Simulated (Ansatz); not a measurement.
**KBr: response to strain**

Base system: KBr in the rock salt structure (space group Fm-3m, No. 225; a = 6.5491 Å). Axes: x, y, z lie along the cube axes.

Strains are applied to the cell and any free atomic positions relax.

Method: PBEsol in Ansatz (plane waves to 420 eV, PAW, no SOC).

Notes on the quantities. energy relative to the base: free energy F.

```json
[
 {"variant": "base", "band gap": "4.34 eV", "energy relative to the base": "0 meV/atom", "volume per atom": "35.11 Å³"},
 {"variant": "tensor shear ε_xy = +0.57 %", "band gap": "4.33 eV", "energy relative to the base": "+0.1 meV/atom", "volume per atom": "35.11 Å³"},
 {"variant": "tensor shear ε_xy = +1.71 %", "band gap": "4.30 eV", "energy relative to the base": "+0.6 meV/atom", "volume per atom": "35.10 Å³"},
 {"variant": "tensor shear ε_xy = +2.00 %", "band gap": "4.29 eV", "energy relative to the base": "+0.9 meV/atom", "volume per atom": "35.10 Å³"},
 {"variant": "tensor shear ε_xy = +1.14 %", "band gap": "4.31 eV", "energy relative to the base": "+0.3 meV/atom", "volume per atom": "35.11 Å³"},
 {"variant": "tensor shear ε_xy = +1.43 %", "band gap": "4.30 eV", "energy relative to the base": "+0.5 meV/atom", "volume per atom": "35.10 Å³"},
 {"variant": "tensor shear ε_xy = +0.86 %", "band gap": "4.32 eV", "energy relative to the base": "+0.2 meV/atom", "volume per atom": "35.11 Å³"},
 {"variant": "tensor shear ε_xy = +0.29 %", "band gap": "4.33 eV", "energy relative to the base": "0.0 meV/atom", "volume per atom": "35.11 Å³"}
]
```

Whether these cells are dynamically stable was not tested.

Ansatz is an electronic-structure program.
